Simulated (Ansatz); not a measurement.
Density of states of AlN (F-43m, a = 4.403 Å, b = 4.403 Å, c = 4.403 Å, α = 90.00°, β = 90.00°, γ = 90.00°), in states per eV and primitive cell, averaged over bins of 0.4 eV. The calculation used DFT PBE, scalar-relativistic, plane waves, PAW (Ansatz).

Settings: cutoff 420 eV, Γ-centred mesh 10×10×10 on the computed 2-atom cell, Gaussian smearing of 0.02 eV; no spin polarisation.

The cell is relaxed at this level. The states (both spins) are summed by tetrahedra on a 15×15×15 mesh at the self-consistent density. Energies are bin centres; the table starts no lower than −8 eV and ends at 6 eV, or lower where the solved bands end.

The gap is 3.31 eV at this level, with the zero inside it.

```
E − E_F (eV) total N 2p Al 3p Al 3s N 2s
       -7.15   0.24  0.14   0.06   0.04  0.00
       -6.75   0.50  0.30   0.12   0.08  0.01
       -6.35   1.07  0.68   0.19   0.17  0.03
       -5.95   1.76  1.15   0.25   0.28  0.07
       -5.55   0.50  0.32   0.06   0.07  0.05
       -5.15   0.46  0.31   0.08   0.04  0.04
       -4.75   0.73  0.52   0.12   0.06  0.03
       -4.35   0.78  0.57   0.12   0.06  0.03
       -3.95   0.96  0.72   0.16   0.06  0.02
       -3.55   1.32  1.02   0.22   0.05  0.02
       -3.15   1.68  1.36   0.26   0.04  0.01
       -2.75   1.75  1.48   0.22   0.03  0.01
       -2.35   1.91  1.69   0.17   0.02  0.01
       -1.95   1.21  1.12   0.06   0.01  0.00
       -1.55   0.11  0.11   0.00   0.00  0.00
       -1.15   0.00  0.00   0.00   0.00  0.00
       -0.75   0.00  0.00   0.00   0.00  0.00
       -0.35   0.00  0.00   0.00   0.00  0.00
        0.05   0.00  0.00   0.00   0.00  0.00
        0.45   0.00  0.00   0.00   0.00  0.00
        0.85   0.00  0.00   0.00   0.00  0.00
        1.25   0.00  0.00   0.00   0.00  0.00
        1.65   0.01  0.00   0.00   0.00  0.00
        2.05   0.07  0.00   0.04   0.00  0.01
        2.45   0.12  0.01   0.07   0.00  0.02
        2.85   0.20  0.02   0.10   0.01  0.03
        3.25   0.28  0.04   0.14   0.01  0.05
        3.65   0.38  0.06   0.19   0.02  0.06
        4.05   0.55  0.11   0.27   0.02  0.08
        4.45   0.82  0.18   0.40   0.03  0.11
        4.85   0.77  0.16   0.37   0.03  0.11
        5.25   0.75  0.16   0.35   0.04  0.11
        5.65   0.75  0.14   0.34   0.07  0.12
```

The columns after the total are the Löwdin projections on the occupied valence shells of the potentials. The rest of the total lies in shells that are empty in the free atom, which aren't projected, and between the atoms.

This zinc-blende form isn't the usual stable structure of the compound.